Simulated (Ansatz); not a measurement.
The system is SiC (Moissanite).

```
Si C
1.0
     3.07600    0.00000    0.00000
    -1.53800    2.66389    0.00000
     0.00000    0.00000    5.04800
Si C
2 2
Direct
  0.66667 0.33333 0.50000
  0.33333 0.66667 0.00000
  0.66667 0.33333 0.88500
  0.33333 0.66667 0.38500
```

Base run:

```yaml
Program: Ansatz 0.2.0
Functional: BLYP
Potentials_or_basis: Ansatz PAW
Cutoff: "420 eV (not typed: the program's choice for these potentials)"
k_mesh: 10 × 10 × 5
Occupations: fermi-dirac, width 0.05 eV
Spin: no spin polarisation
```

Its results: band gap on the k mesh 2.82 eV, indirect (least direct gap 4.33 eV).

**Question.** The run is repeated on the same cell with these changes: functional from BLYP to LDA; occupations from fermi-dirac, width 0.05 eV to fixed. What comes out?

**Answer.** Band gap on the k mesh 2.37 eV, indirect (least direct gap 3.98 eV).

Caveats: the k mesh misses the band edges, so the gap on the mesh is wider than the one along the path (some runs); odd divisions of the mesh miss points on the zone boundary, where band edges often lie, so the gap on the mesh can be too wide (some runs).
